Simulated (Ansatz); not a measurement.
The guess for Se was made by a generator: random cell by space group and Wyckoff sites (P4/mmm, No. 123). Its size is a rough estimate.

```
CELL_PARAMETERS angstrom
3.53260 0.00000 0.00000
0.00000 3.53260 0.00000
0.00000 0.00000 2.22172
ATOMIC_POSITIONS crystal
Se 0.50000 0.50000 0.00000
```

Computed with DFT PBE, scalar-relativistic, plane waves, PAW (Ansatz 0.2.0). Cutoff 420 eV, Gaussian smearing, Γ-centred meshes. Cell and atoms relax first on a coarse mesh and then on a finer one. In between, the cell is made exact in the group found at 0.06 Å. In metals the finer mesh still leaves noise of several meV/atom or more. The steps can't lower the symmetry of their start. No spin polarisation.

A guess keeps its type if space group and coordination stay and the shape of the cell changes little (axis ratios within about 15 %, angles within 6°); the volume may change.

**Question.** Will the relaxed cell still be of the starting type?

**Answer.** It doesn't keep its type. The symmetry goes from P4/mmm (No. 123) to Pm-3m (No. 221). The end has the simple cubic type. The volume per atom shrinks by 18.2 %, from 27.7 to 22.7 Å³. The shortest distance goes from 2.22 Å (Se–Se) to 2.83 Å (Se–Se). Counting neighbours within 15 % of an atom's shortest distance, the start has Se 2 and the end Se 6. In detail, at the end Se has 6 Se at 2.83 Å.

```
Se
1.0
     2.83117    0.00000    0.00000
     0.00000    2.83117    0.00000
     0.00000    0.00000    2.83117
Se
1
Cartesian
  1.4156 1.4156 1.4156
```

The last run used an 18×18×20 mesh (in the run's order of axes) for its 1-atom cell and Gaussian smearing of 0.10 eV. The end has P4/mmm (No. 123) at a tolerance of 0.01 Å; the cell shown is made exact in the group found at 0.05 Å. The cell is a metal run without spin; a magnetic state may lie lower. Symmetry constrained the relaxation, so the result can be a saddle point.
